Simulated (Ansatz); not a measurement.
K in Ansatz: the effect of target pressure

Crystal: K.

```
K
1.0
    -2.69756    2.69756    2.69756
     2.69756   -2.69756    2.69756
     2.69756    2.69756   -2.69756
K
1
Direct
  0.00000 0.00000 0.00000
```

Alike in all runs:

* Program: Ansatz 0.2.0
* Task: relaxation of cell and atoms
* Functional: PBEsol
* Potentials or basis: Ansatz PAW
* Cutoff: 420 eV (not typed: the program's choice for these potentials)
* k mesh: 7 × 7 × 7
* Occupations: fermi-dirac, width 0.05 eV
* Spin: no spin polarisation

Each run relaxes the cell or the atoms first.

```tsv
target pressure	relaxed volume (Å³/atom)
0 GPa	70.96
2 GPa	?
5 GPa	42.26
10 GPa	34.54
20 GPa	26.72
30 GPa	21.64
```

Problem. What does the run with target pressure 2 GPa give?

Solution. Relaxed volume 51.98 Å³/atom.

Worked out: A parabola through the other rows of the relaxed volume, of slope -3.57 Å³/atom per GPa there, gives 58.93 Å³/atom, against the run's 51.98. The fit is too stiff a form for this range.

Caveats: the plane-wave basis is chosen anew once the cell has moved, so the energies of steps on either side of that aren't comparable; the PAW data sets come from PBE, with cores solved anew for the run's functional, which leaves a small shift of forces and pressure; the volume moved by over 15 % at a fixed basis, so the end points are rough (some runs).
